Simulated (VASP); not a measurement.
# InP in VASP: a series of runs

The runs below take InP through single point, with PBE.

All numbers are computed with VASP 6.6.1; they aren't measurements. Logs are shortened: lines on timing, memory, paths and dates and some standing lists are left out, and cuts for length are marked.

## (1) The wire as given

The cell holds a wire with vacuum, 2 atoms: a = 11.100 Å, b = 9.300 Å, c = 2.691 Å, α = 90.00°, β = 90.00°, γ = 90.00°.

## (2) Single point, PBE, collinear spin, typed start

INCAR

```
PREC     = Accurate       # precision mode
ENCUT    = 520            # plane-wave cutoff, eV
EDIFF    = 1E-6           # SCF threshold, eV
ISMEAR   = 0              # smearing method
SIGMA    = 0.05           # smearing width, eV
LREAL    = False          # projectors in reciprocal space
LASPH    = True           # aspherical terms in the spheres
NELM     = 150            # most SCF steps
ALGO     = Fast           # electronic algorithm
ISIF     = 2              # what is computed and relaxed
LWAVE    = False          # write WAVECAR
LCHARG   = True           # write CHGCAR
ISPIN    = 2              # spin polarisation
MAGMOM   = 0.5 0.5        # initial moments
LORBIT   = 11             # projections on sites
GGA      = PE             # functional
LELF     = True           # ELF
LVHAR    = True         
NBANDS   = 20             # bands
```

KPOINTS

```
Automatic mesh
0
Gamma
  1 1 26
```

POSCAR

```
InP
1.0
   11.1000000000      0.0000000000      0.0000000000
    0.0000000000      9.3000000000      0.0000000000
    0.0000000000      0.0000000000      2.6907393138
In P
1 1
Direct
    0.3945032251      0.5000000000      0.0000000000
    0.6054967749      0.5000000000      0.5000000000
```

Potentials or basis: VASP PAW PBE potentials, release 64 (In_d, P).

Launch:

```console
> cat potpaw_PBE.64/In_d/POTCAR potpaw_PBE.64/P/POTCAR > POTCAR
> mpirun -np 1 vasp_std > vasp.out
```

OUTCAR:

```text
PREC = Accurate
   ENCUT = 520
   EDIFF = 1E-6
   ISMEAR = 0
   LREAL = False
   LASPH = True
   NELM = 150
   ISIF = 2
   ISPIN = 2
   LORBIT = 11
   GGA = PE

 ion  position               nearest neighbor table
   1  0.395  0.500  0.000-   2 2.70   2 2.70
   2  0.605  0.500  0.500-   1 2.70   1 2.70

  LATTYP: Found a simple orthorhombic cell.
 ALAT       =     2.6907393138
 B/A-ratio  =     3.4562991488
 C/A-ratio  =     4.1252602744

  Lattice vectors:

 A1 = (   0.0000000000,   0.0000000000,  -2.6907393138)
 A2 = (   0.0000000000,   9.3000000000,   0.0000000000)
 A3 = (  11.1000000000,   0.0000000000,   0.0000000000)

Analysis of symmetry for initial positions (statically):
=====================================================================
 Subroutine PRICEL returns:
 Original cell was already a primitive cell.

 Routine SETGRP: Setting up the symmetry group for a
 simple orthorhombic supercell.

 Subroutine GETGRP returns: Found  4 space group operations
 (whereof  4 operations were pure point group operations)
 out of a pool of  8 trial point group operations.

The static configuration has the point symmetry C_2v.

Analysis of symmetry for dynamics (positions and initial velocities):
=====================================================================
 Subroutine PRICEL returns:
 Original cell was already a primitive cell.

 Routine SETGRP: Setting up the symmetry group for a
 simple orthorhombic supercell.

 Subroutine GETGRP returns: Found  4 space group operations
 (whereof  4 operations were pure point group operations)
 out of a pool of  8 trial point group operations.

The dynamic configuration has the point symmetry C_2v.

Analysis of structural, dynamic, and magnetic symmetry:
=====================================================================
 Subroutine PRICEL returns:
 Original cell was already a primitive cell.

 Routine SETGRP: Setting up the symmetry group for a
 simple orthorhombic supercell.

 Subroutine GETGRP returns: Found  4 space group operations
 (whereof  4 operations were pure point group operations)
 out of a pool of  8 trial point group operations.

The overall configuration has the point symmetry C_2v.

 Subroutine INISYM returns: Found  4 space group operations
 (whereof  4 operations are pure point group operations),
 and found     1 'primitive' translations

[... 104 lines left out ...]
  volume/ion in A,a.u.               =     138.88       937.23
  Fermi-wavevector in a.u.,A,eV,Ry     =   0.657567  1.242621  5.883077  0.432394
  Thomas-Fermi vector in A             =   1.729115
   LORBIT       =     11    0 simple, 1 ext, 2 COOP (PROOUT), +10 PAW based schemes
   GGA     = PE    functional components
   LHFCALC =     F    Hartree Fock is set to
   AEXX    =    0.0000 exact exchange contribution
   IVDW    =     0    specifies the selected vdW correction
   LEPSILON=     F    determine dielectric tensor
   LRPA    =     F    only Hartree local field effects (RPA)
 spin polarized calculation
 RMM-DIIS sequential band-by-band and
 Gauss-broadening in eV      SIGMA  =   0.05
  energy-cutoff  :      520.00
  volume of cell :      277.77
 maximum number of plane-waves:      7526
 NGX is ok and might be reduce to    84
   NGX = 41   NGY = 35   NGZ = 11

 number of electron      18.0000003 magnetization       0.1132265

 Free energy of the ion-electron system (eV)
  ---------------------------------------------------
  ext. energy  EPLUGINS =         0.00000000
  ---------------------------------------------------
  free energy    TOTEN  =        -5.99673433 eV

  energy without entropy =       -5.99345411  energy(sigma->0) =       -5.99509422

 E-fermi :  -2.4409     XC(G=0):  -2.8655

 val. band max:       -2.5166304240   @ k =   0.0000   0.0000   0.3846
 cond. band min:      -2.4381666514   @ k =   0.0000   0.0000   0.4615
 fundamental gap:      0.0784637726
 Fermi energy:        -2.4409011943

 spin component 1

 k-point     1 :       0.0000    0.0000    0.0000
  band No.  band energies     occupation
      1     -18.2341      1.00000
      2     -17.4571      1.00000
      3     -17.3680      1.00000
      4     -17.1042      1.00000
      5     -16.9891      1.00000
      6     -13.8117      1.00000
[... 298 lines left out ...]
      6     -10.1963      1.00000
[... 12 lines left out ...]
     19       6.5567      0.00000
     20       6.9090      0.00000
 Fermi energy:        -2.4409011943

 spin component 2

 k-point     1 :       0.0000    0.0000    0.0000
  band No.  band energies     occupation
      1     -18.2302      1.00000
      2     -17.4511      1.00000
      3     -17.3625      1.00000
      4     -17.1001      1.00000
      5     -16.9839      1.00000
      6     -13.7514      1.00000
[... 311 lines left out ...]
     19       6.5687      0.00000
     20       6.9053      0.00000

------------------------ aborting loop because EDIFF is reached ----------------------------------------

  FORCE on cell =-STRESS in cart. coord.  units (eV):
  Direction    XX          YY          ZZ          XY          YZ          ZX
  --------------------------------------------------------------------------------------
  -------------------------------------------------------------------------------------
  Total       -0.0929979      0.0182313      0.0003894      0.0000000      0.0000000      0.0000000
  in kB       -0.5364216      0.1051601      0.0022459      0.0000000      0.0000000      0.0000000
  external PRESSURE =      -0.1430052 kB  Pullay stress =       0.0000000 kB

 VOLUME and BASIS-vectors are now :
 -----------------------------------------------------------------------------
  energy-cutoff  :      520.00
  volume of cell :      277.77
      direct lattice vectors                 reciprocal lattice vectors
    11.100000000  0.000000000  0.000000000     0.090090090  0.000000000  0.000000000
     0.000000000  9.300000000  0.000000000     0.000000000  0.107526882  0.000000000
     0.000000000  0.000000000  2.690739314     0.000000000  0.000000000  0.371645070

 POSITION                                       TOTAL-FORCE (eV/Angst)
 -----------------------------------------------------------------------------------
      4.37899      4.65000      0.00000         0.007729      0.000000      0.000000
      6.72101      4.65000      1.34537        -0.007729      0.000000      0.000000
 -----------------------------------------------------------------------------------
    total drift:                               -0.000939      0.000000      0.000001

  FREE ENERGIE OF THE ION-ELECTRON SYSTEM (eV)
  ---------------------------------------------------
  free  energy   TOTEN  =        -5.9967343285 eV

  energy  without entropy=       -5.9934541068  energy(sigma->0) =       -5.99509422

 total charge

# of ion       s       p       d       tot
------------------------------------------
    1        0.979   0.599   9.862  11.440
    2        1.133   1.224   0.000   2.357
--------------------------------------------------
tot          2.112   1.823   9.862  13.797

 magnetization (x)

# of ion       s       p       d       tot
------------------------------------------
    1        0.011  -0.000   0.002   0.012
    2        0.001   0.040   0.000   0.041
--------------------------------------------------
tot          0.012   0.040   0.002   0.054
```

stdout:

```text
POSCAR found type information on POSCAR InP
 POSCAR found :  2 types and       2 ions
 scaLAPACK will be used
 LDA part: xc-table for (Slater+PW92), standard interpolation
 POSCAR, INCAR and KPOINTS ok, starting setup
 FFT: planning ... GRIDC
 FFT: planning ... GRID_SOFT
 FFT: planning ... GRID
 WAVECAR not read
 entering main loop
```

Wall time 1.8 min (1 thread of Intel Xeon 6975P-C (Granite Rapids), shared host); peak memory 0.47 GiB.

What came out:

* Free energy: -5.9967 eV
* Largest force: 0.008 eV/Å
* Band gap on the k mesh: none (metal or under the smearing width)
* Net moment: 0.11 μB per cell
* Site moments: In +0.01; P +0.04 μB
* Valence electrons inside the program's atomic spheres: In 11.44; P 2.36

Forces on the atoms (eV/Å):
```
In   0.008  0.000  0.000
P   -0.008  0.000  0.000
```

## (3) Single point, PBE, collinear spin, typed start

This run uses another cell than the first one, of 127.08 Å³/atom, 0.915 times its volume.

INCAR

```
ALGO = Fast
EDIFF = 1E-6
ENCUT = 520
GGA = PE
ISIF = 2
ISMEAR = 0
ISPIN = 2
LASPH = T
LCHARG = F
LORBIT = 11
LREAL = F
LWAVE = F
MAGMOM = 0.5 0.5
NBANDS = 20
NELM = 150
PREC = Accurate
SIGMA = 0.05
```

KPOINTS

```
k-points
0
Gamma
  1 1 26
```

POSCAR

```
InP
1.0
   11.1000000000      0.0000000000      0.0000000000
    0.0000000000      9.3000000000      0.0000000000
    0.0000000000      0.0000000000      2.4620692112
In P
1 1
Direct
    0.4058362107      0.5000000000      0.0000000000
    0.5941637893      0.5000000000      0.5000000000
```

Potentials or basis: VASP PAW PBE potentials, release 64 (In_d, P).

Launch:

```console
> cat potpaw_PBE.64/In_d/POTCAR potpaw_PBE.64/P/POTCAR > POTCAR
> mpirun -np 1 vasp_std > vasp.out
```

Wall time 93 s (1 thread of Intel Xeon 6975P-C (Granite Rapids), shared host); peak memory 0.43 GiB.

Results (log left out):

```
Free energy                                           : -5.3657 eV
Largest force                                         : 2.986 eV/Å
Band gap on the k mesh                                : none (metal or under the smearing width)
Net moment                                            : 0.07 μB per cell
Valence electrons inside the program's atomic spheres : In 11.74; P 2.46
```

Forces in eV/Å, atoms in the order of the input:
```
In  -2.986  0.000  0.000
P    2.986  0.000  0.000
```

Levels at points of the mesh, in eV from the Fermi level:
Spin up:
```tsv
k point	band 5	band 6	band 7	band 8	band 9	band 10	band 11	band 12	band 13	band 14
(0.00, 0.00, 0.00)	-15.00	-12.93	-7.31	-3.61	-2.94	-0.04	2.79	3.12	3.84	4.48
(0.00, 0.00, 0.50)	-14.61	-7.73	-6.16	-2.38	0.57	0.64	2.69	3.73	4.47	7.07
```
Spin down:
```csv
k point,band 6,band 7,band 8,band 9,band 10,band 11,band 12,band 13
"(0.00, 0.00, 0.00)",-12.92,-7.28,-3.58,-2.92,0.04,2.84,3.15,3.87
"(0.00, 0.00, 0.50)",-7.72,-6.16,-2.35,0.61,0.66,2.71,3.78,4.48
```
